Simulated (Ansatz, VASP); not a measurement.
**One calculation of Al, two programs**

```
CELL_PARAMETERS angstrom
2.89537 0.00000 0.00000
0.00000 2.89537 0.00000
0.00000 0.00000 2.89537
ATOMIC_POSITIONS crystal
Al 0.00000 0.00000 0.00000
```

Alike in both runs: task single point; functional BLYP; k mesh 13 × 13 × 13; occupations fermi-dirac, width 0.1 eV; no spin polarisation.

|  | VASP | Ansatz |
| --- | --- | --- |
| version | VASP 6.6.1 | Ansatz 0.2.0 |
| potentials or method | VASP PAW PBE potentials, release 64 (Al) | plane waves (420 eV) with PAW, scalar-relativistic |
| plane-wave cutoff (eV) | 520 | 420 |
| valence electrons in the cell | 3 | 3 |

|  | VASP | Ansatz | Ansatz less VASP |
| --- | --- | --- | --- |
| pressure (GPa) | -3.5 | -3.5 | -0.02 |

The functional is the same, so the differences come from potentials, cutoffs and numerics.

Caveats: the PAW data sets were made with another functional, which shifts forces and pressure a little (VASP).
